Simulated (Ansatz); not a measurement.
# TiB: the spin part of the Knight shift

Wanted: spin susceptibility and spin part of the Knight shift of TiB, from the response to a Zeeman field.

Main program and level: Ansatz 0.2.0; DFT, PBE, plane-wave PAW, default files (PAW set soft_2), collinear spin, scalar-relativistic.

The database entry behind the starting cell is an old determination (1949), so it need not match the best structure at ambient conditions.

## (1) Starting point

The structure is cubic, space group F-43m (No. 216). The conventional cell has a = 4.202 Å, b = 4.202 Å, c = 4.202 Å, α = 90.00°, β = 90.00°, γ = 90.00°. Ti has 4 B at 1.82 Å nearest. Nearest to B lie 4 Ti at 1.82 Å. Farther neighbours are not listed.

Coordinates:

```cif
data_structure
_symmetry_space_group_name_H-M 'F-43m'
_symmetry_Int_Tables_number 216
_cell_length_a 4.2020
_cell_length_b 4.2020
_cell_length_c 4.2020
_cell_angle_alpha 90.000
_cell_angle_beta 90.000
_cell_angle_gamma 90.000
_cell_volume 74.19
loop_
_atom_site_label
_atom_site_type_symbol
_atom_site_symmetry_multiplicity
_atom_site_Wyckoff_symbol
_atom_site_fract_x
_atom_site_fract_y
_atom_site_fract_z
_atom_site_occupancy
Ti1 Ti 4 c 0.25000 0.25000 0.25000 1
B1 B 4 a 0.00000 0.00000 0.00000 1
```

The cell is an entry of the Crystallography Open Database; it need not be the form that is stable at ambient conditions.

## (2) Applying a field to the spins

A field acting on the spins alone polarises the electrons at the Fermi level, and through exchange the cores. The spin density that this leaves at a nucleus gives the contact field (2μ₀/3) μB ρ_s, and its ratio to B is the isotropic contact shift K; the spin-dipolar anisotropy is not included. The field, 400 T, is far above laboratory fields so that the moment stands clear of numerical noise; it splits the spins by 46 meV, against a smearing of 100 meV. The net moment comes from states near the Fermi level, so the mesh must be dense.

input.yaml reads:

```yaml
crystal:
  lattice:
    - [0.0, 2.101, 2.101]
    - [2.101, 0.0, 2.101]
    - [2.101, 2.101, 0.0]
  atoms:
    - { symbol: Ti, position: [0.75, 0.75, 0.75] }
    - { symbol: B, position: [0.0, 0.0, 0.0] }
kpoints:
  mp_grid: { grid: [22, 22, 22] }
scf:
  lower_state_search: "off"
  occupations: { method: fermi_dirac, width: 0.1 }
  convergence: { dr2_threshold: 1.0e-10 }
hamiltonian:
  xc: pbe
output:
  efg:
    contact_densities: true
    quadrupole_moments_barn: { Ti: 0.302, B: 0.04059 }
  forces: false
  dos: { de: 0.02 }
  write_density: true
  write_potential: true
  elf: true
  volumetric_format: npy
magnetization:
  spin_polarized: true
  magnetic_field: 400
```

Command:

```bash
$ ansatz run input.yaml --threads 4 --pin off --max-ram 8192MiB --backend cpu --events-out ev --progress --plain --runs-dir out
```

Numbers of over 12 decimals in the logs are rounded to 6 here.

The program printed:

```text
[a pick of lines, long numbers rounded; other set-up, energy and force rows are left out]
Functional definition: PBE
Basis set: ecut = 420 eV, 339 PW (Γ)
Symmetry: 24 space group operations
k-points: 328 of 10648 (time reversal used)
SCF iter   1: F=—  HF=-2652.366364 eV  |F-HF|=—  |Δ(HF+E_count)|=         —  Δρ=7.05e-2 (↑7.05e-2 ↓7.00e-2)  dr2=4.14e0  dr2_m=9.98e-5  M=0.021 μB ∫|m|=0.021 μB  β_m=1.00  ethr=3.10e-3  ⟨swp⟩=4.9  Hψ=41358  notcnv=0
preconditioner: auto → none  [metal: Δε(μ)=0.005 eV  Ē_g=22.095 eV  σ=0.100 eV  W_gap=0.01  n_scr=8 (ndim 8)  ℏωp=31.1 eV  f_vac=0.000  D(μ)=0.91/eV (n_scr^D=8)  sad-step TF]
SCF iter   2: F=—  HF=-2651.534783 eV  |F-HF|=—  |Δ(HF+E_count)|=   8.32e-1  Δρ=4.24e-2 (↑4.24e-2 ↓4.21e-2)  dr2=1.49e0  dr2_m=1.60e-5  M=0.027 μB ∫|m|=0.027 μB  β_m=1.00  ethr=3.10e-3  ⟨swp⟩=2.3  Hψ=17544  notcnv=0  defer=406
SCF iter   3: F=—  HF=-2649.920650 eV  |F-HF|=—  |Δ(HF+E_count)|=    1.61e0  Δρ=5.85e-2 (↑5.85e-2 ↓4.69e-2)  dr2=6.75e-2  dr2_m=4.60e-1  M=1.473 μB ∫|m|=1.473 μB  ethr=3.10e-3  ⟨swp⟩=2.1  Hψ=13665  notcnv=0  defer=406
SCF iter   4: F=—  HF=-2650.879274 eV  |F-HF|=—  |Δ(HF+E_count)|=         —  Δρ=4.51e-2 (↑3.45e-2 ↓4.51e-2)  dr2=7.77e-2  dr2_m=2.53e-1  M=0.410 μB ∫|m|=0.412 μB  β_m=0.30  ethr=4.50e-4  ⟨swp⟩=2.3  Hψ=15218  notcnv=0  defer=375
SCF iter   5: F=—  HF=-2650.953807 eV  |F-HF|=—  |Δ(HF+E_count)|=   7.45e-2  Δρ=3.32e-2 (↑2.80e-2 ↓3.32e-2)  dr2=2.27e-2  dr2_m=1.53e-1  M=0.325 μB ∫|m|=0.327 μB  β_m=0.30  ethr=4.50e-4  ⟨swp⟩=2.8  Hψ=13338  notcnv=0  defer=375
SCF iter   6: F=—  HF=-2651.008493 eV  |F-HF|=—  |Δ(HF+E_count)|=   5.47e-2  Δρ=2.33e-2 (↑2.33e-2 ↓2.33e-2)  dr2=7.62e-4  dr2_m=9.21e-2  M=0.260 μB ∫|m|=0.262 μB  β_m=0.30  ethr=1.51e-4  ⟨swp⟩=2.0  Hψ=13915  notcnv=0  defer=373
SCF iter   7: F=—  HF=-2651.041229 eV  |F-HF|=—  |Δ(HF+E_count)|=   3.27e-2  Δρ=1.80e-2 (↑1.80e-2 ↓1.80e-2)  dr2=2.20e-4  dr2_m=5.49e-2  M=0.212 μB ∫|m|=0.213 μB  β_m=0.30  ethr=5.08e-6  ⟨swp⟩=2.2  Hψ=11659  notcnv=0  defer=363
SCF iter   8: F=—  HF=-2651.060863 eV  |F-HF|=—  |Δ(HF+E_count)|=   1.96e-2  Δρ=1.39e-2 (↑1.39e-2 ↓1.39e-2)  dr2=2.04e-6  dr2_m=3.27e-2  M=0.174 μB ∫|m|=0.175 μB  β_m=0.30  ethr=1.47e-6  ⟨swp⟩=2.2  Hψ=12510  notcnv=0  defer=363
SCF iter   9: F=—  HF=-2651.072496 eV  |F-HF|=—  |Δ(HF+E_count)|=   1.16e-2  Δρ=1.07e-2 (↑1.07e-2 ↓1.07e-2)  dr2=4.16e-7  dr2_m=1.96e-2  M=0.144 μB ∫|m|=0.146 μB  β_m=0.64  ethr=1.36e-8  ⟨swp⟩=3.0  Hψ=15560  notcnv=0  defer=362
SCF iter  10: F=—  HF=-2651.091107 eV  |F-HF|=—  |Δ(HF+E_count)|=   1.86e-2  Δρ=6.95e-4 (↑6.95e-4 ↓6.46e-4)  dr2=6.60e-6  dr2_m=7.50e-5  M=0.039 μB ∫|m|=0.039 μB  β_m=0.82  ethr=2.77e-9  ⟨swp⟩=4.3  Hψ=20886  notcnv=0  defer=362
SCF iter  11: F=—  HF=-2651.091152 eV  |F-HF|=—  |Δ(HF+E_count)|=         —  Δρ=8.62e-4 (↑7.39e-4 ↓8.62e-4)  dr2=1.98e-5  dr2_m=1.05e-4  M=0.022 μB ∫|m|=0.022 μB  β_m=0.82  ethr=2.77e-9  ⟨swp⟩=6.2  Hψ=46214  notcnv=0  defer=8
SCF iter  12: F=—  HF=-2651.091243 eV  |F-HF|=—  |Δ(HF+E_count)|=   9.15e-5  Δρ=4.63e-4 (↑4.63e-4 ↓3.39e-4)  dr2=5.06e-5  dr2_m=1.67e-5  M=0.027 μB ∫|m|=0.027 μB  β_m=0.88  ethr=2.77e-9  ⟨swp⟩=3.2  Hψ=21218  notcnv=0  defer=6
SCF iter  13: F=—  HF=-2651.091280 eV  |F-HF|=—  |Δ(HF+E_count)|=   3.66e-5  Δρ=4.49e-4 (↑3.98e-4 ↓4.49e-4)  dr2=1.25e-4  dr2_m=2.74e-6  M=0.029 μB ∫|m|=0.029 μB  β_m=0.67  ethr=2.77e-9  ⟨swp⟩=3.7  Hψ=19455  notcnv=0  defer=6
SCF iter  14: F=—  HF=-2651.091246 eV  |F-HF|=—  |Δ(HF+E_count)|=   3.35e-5  Δρ=2.06e-5 (↑2.00e-5 ↓2.06e-5)  dr2=1.19e-10  dr2_m=6.99e-8  M=0.031 μB ∫|m|=0.031 μB  β_m=0.83  ethr=2.77e-9  ⟨swp⟩=3.4  Hψ=17109  notcnv=0  defer=6
SCF iter  15: F=—  HF=-2651.091246 eV  |F-HF|=—  |Δ(HF+E_count)|=   1.42e-7  Δρ=1.61e-6 (↑1.61e-6 ↓1.14e-6)  dr2=3.69e-10  dr2_m=2.47e-10  M=0.031 μB ∫|m|=0.031 μB  β_m=0.81  ethr=1.00e-12  ⟨swp⟩=5.6  Hψ=35725  notcnv=0
SCF iter  16: F=-2651.091246 eV  HF=-2651.091246 eV  |F-HF|=1.27e-11  |Δ(HF+E_count)|=  3.52e-10  Δρ=4.69e-7 (↑2.88e-7 ↓4.69e-7)  dr2=5.42e-11  dr2_m=1.33e-11  M=0.031 μB ∫|m|=0.031 μB  β_m=0.73  ethr=1.00e-12  ⟨swp⟩=1.0  Hψ=24929  notcnv=0
SCF iter  17: F=-2651.091246 eV  HF=-2651.091246 eV  |F-HF|=1.36e-11  |Δ(HF+E_count)|=  2.27e-12  Δρ=1.79e-7 (↑1.79e-7 ↓1.67e-7)  dr2=1.15e-13  dr2_m=5.09e-12  M=0.031 μB ∫|m|=0.031 μB  β_m=0.86  ethr=1.00e-12  ⟨swp⟩=1.0  Hψ=21459  notcnv=0
SCF iter  18: F=-2651.091246 eV  HF=-2651.091246 eV  |F-HF|=4.55e-13  |Δ(HF+E_count)|=  2.00e-11  Δρ=2.73e-8 (↑2.68e-8 ↓2.73e-8)  dr2=1.27e-15  dr2_m=1.23e-13  M=0.031 μB ∫|m|=0.031 μB  ethr=1.00e-12  ⟨swp⟩=1.0  Hψ=19965  notcnv=0
SCF converged after 18 iterations
Magnetization: 0.0307 μB (7.5153 up, 7.4847 down)
Absolute magnetization: 0.0307 μB (∫|ρ↑−ρ↓|, with the PAW one-centre terms)
Per-site moments (μB) at R_I (Å): [(0.00893407, 0.750552), (0.00724377, 0.750552)]
Free energy (F): -2651.091246 eV
Fermi energy:    15.313898 eV
--- PAW observables at the nuclei: V_zz in 10²¹ V/m², potentials from the cell's mean, atoms counted from 1 ---
  atom   1  Ti V_zz =    -0.000000   η = 0.0000   by run symmetry: forbidden   C_q = -0.0000 MHz
            electrostatic potential = -2535.984574 V   contact ρ = 56793.064399 e/Å³   contact ρ_s (e/Å³): all electrons +0.030626, valence +0.052905
  atom   2  B  V_zz =    +0.000000   η = 0.0000   by run symmetry: forbidden   C_q = +0.0000 MHz
            electrostatic potential = -335.221991 V   contact ρ = 491.675437 e/Å³   contact ρ_s (e/Å³): all electrons +0.000644, valence +0.006360
--- Band table (eV; the first three rows and the last of 656) ---
  k-point 0 ↑: bands = ["-39.5068", "-15.6456", "-15.6456", "-15.6456", "6.3401", "13.3271", "13.3271", "13.3271", "18.5743", "18.5743", "27.5234", "28.0348", "28.0348"]
  k-point 1 ↑: bands = ["-39.5044", "-15.6624", "-15.6480", "-15.6480", "6.3984", "13.3021", "13.3537", "13.3537", "18.5481", "18.5481", "27.5575", "27.9610", "28.0524"]
  k-point 2 ↑: bands = ["-39.4974", "-15.7110", "-15.6550", "-15.6550", "6.5703", "13.2312", "13.4297", "13.4297", "18.4796", "18.4796", "27.3890", "28.0185", "28.0868"]
  k-point 327 ↓: bands = ["-39.2895", "-16.1380", "-16.0634", "-15.9062", "11.1929", "11.8776", "15.2549", "15.4887", "17.5851", "19.1617", "21.2733", "22.7350", "24.4314"]
```

It took 10 s on 4 threads of Arm Neoverse V2, shared host; peak memory 0.49 GiB.

The moment is 0.0307 μB a cell, a spin susceptibility of 21.4 × 10⁻⁶ emu per mole of atoms. With 7.769 T for 1 e/Å³:

```csv
site,nucleus,contact shift (ppm),from valence states,rest (mostly cores)
Ti,47Ti,595,1030,-433
B,11B,13,124,-111
```

The split depends on the files: semicore shells that they treat as valence count in the first part.

Spin density in the ac plane of a cell with a along [110], b along [-110] and c along [001] of the cube at fractional y = 0.000, with atoms of Ti and B within 0.2 Å of it.

Ten even steps from '_' (-0.05 × 1e-3 e/Å³) to '@' (9.21 × 1e-3 e/Å³), each cell a mean:
```
----..____..::------..____..::--
--::..______..::--::..______..::
....__________......__________..
..____________....____________..
..____________....____________..
......____............____......
....::----::........::----::....
....--%%@@**::......--%%@@**::..
::::--%%@@++::::::::--%%@@++::::
--------------------------------
::--::..__..----::--::..__..----
```
Columns run along a (5.9 Å), rows up along c (4.2 Å), edges of the conventional cell, whose origin can differ from the input's. Atoms in or near the plane, at fractional coordinates: Ti at (0.75, 0.25), Ti at (0.25, 0.25), B at (0.50, 0.00), B at (0.00, 0.00).

## (3) Is the response linear?

The shift is a ratio that holds only while the moment grows in step with the field, so the field is doubled.

Changes to input.yaml since step 2:

```diff
@@ -21,9 +21,4 @@
   forces: false
-  dos: { de: 0.02 }
-  write_density: true
-  write_potential: true
-  elf: true
-  volumetric_format: npy
 magnetization:
   spin_polarized: true
-  magnetic_field: 400
+  magnetic_field: 800
```

The program printed:

```text
[a pick of lines, long numbers rounded; other set-up, energy and force rows are left out]
[...]
Basis set: ecut = 420 eV, 339 PW (Γ)
[... 1 set-up line as in the run before ...]
k-points: 328 of 10648 (time reversal used)
[...]
SCF converged after 18 iterations
Magnetization: 0.0610 μB (7.5305 up, 7.4695 down)
Absolute magnetization: 0.0610 μB (∫|ρ↑−ρ↓|, with the PAW one-centre terms)
Per-site moments (μB) at R_I (Å): [(0.017755, 0.750552), (0.014401, 0.750552)]
Free energy (F): -2651.092309 eV
Fermi energy:    15.314636 eV
[...]
atom   1  Ti V_zz =    -0.000000   η = 0.0000   by run symmetry: forbidden   C_q = -0.0000 MHz
[...]
atom   2  B  V_zz =    +0.000000   η = 0.0000   by run symmetry: forbidden   C_q = +0.0000 MHz
[...]
```

The job ended after 8.7 s (4 threads; peak memory 0.48 GiB; 32 s of CPU time).

The moment goes from 0.0307 to 0.0610 μB, a factor of 1.99, and the shift of Ti from 595 to 590 ppm. The response is linear on all sites, to 3 % of the larger of shift and valence part or 3 ppm; the largest move is -5 ppm, on Ti.

## (4) Other settings

Each row names what differs in the settings from the first run, the PAW files staying the same unless named (PBE, default files (PAW set soft_2), mesh 22×22×22, fermi dirac smearing of 0.1 eV, cutoff 420 eV, 400 T). Shifts in ppm; times on 4 threads of Arm Neoverse V2, shared host.

```csv
run,time,χ_s (10⁻⁶ emu/mol),Ti,B
first run,10 s,21.4,595,13
"JTH files, cutoff 1230 eV",32 s,21.3,584,13
fermi dirac 0.025 eV,8.1 s,33.1,871,20
"r2SCAN, cutoff 500 eV",19 s,23.3,990,29
mesh 11×11×11,2 s,23.7,162,6.3
PBEsol,8.6 s,21.2,547,-2.9
```

## (5) Results

| Property | Result |
| --- | --- |
| 47Ti contact shift | 595 ppm |
| 11B contact shift | 13 ppm |
| spin susceptibility | 21.4 × 10⁻⁶ emu per mole of atoms |

**Reading.** The spin part of the Knight shift is 595 ppm on Ti and 13 ppm on B in the first run. For its size, with shifts under 60 ppm counted as 60, Ti moves most with the settings. No row of the table has a finer mesh on this cell, so the value may still hold a sampling error; the coarser mesh 11×11×11 differs by -73 % on Ti. Narrowing the smearing to 0.025 eV on the same mesh changes the shift of Ti by +46 %; a narrower smearing also needs a finer mesh, so this mixes a real change with noise. Another functional changes the shift of Ti by +66 % (r2SCAN, with its higher cutoff) and -8 % (PBEsol). Other files change the shift of Ti by -1.9 % (JTH files, with their own cutoff). Over the rows of this table on the first cell the shift spans 162 to 990 ppm on Ti and -2.9 to 29 ppm on B. On B the runs differ even in sign. On Ti the cores give a negative part that offsets part of the valence part, as is usual where d states carry the induced moment. 1 further run of this session (failed, refused or on trial settings) is not shown. The orbital shift is left out; on d- and f-block metals such as Ti it can be large.

[Logs are printed without paths, hosts, clocks, repeated set-up lines and the standing remarks that a program may print on its own settings, such as how far it seeks lower states.]

[Hosts, paths, dates, database ids (printed as entryN), source tags and the programs' standing remarks are cut or masked in the printed files.]
